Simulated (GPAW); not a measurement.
Ga:

```
CELL_PARAMETERS angstrom
2.71648 0.00000 0.00000
0.00000 2.71648 0.00000
0.00000 0.00000 2.71648
ATOMIC_POSITIONS crystal
Ga 0.00000 0.00000 0.00000
```

The cell was built by a generator and needn't be a form met in nature.

Base run:

```yaml
Program: GPAW 26.7.0
Functional: SCAN
Potentials_or_basis: GPAW PAW data sets (gpaw-data 1.2.1)
Cutoff: 600 eV
Basis: pw
k_mesh: 10 × 10 × 10
Occupations: fermi-dirac, width 0.05 eV
Spin: no spin polarisation
```

Its results: pressure -3.1 GPa.

Q: The run is repeated on the same cell with these changes: functional from SCAN to r2SCAN. What comes out?

A: Pressure -2.6 GPa.

Caveats: the PAW data sets were made with another functional, which shifts forces and pressure a little.
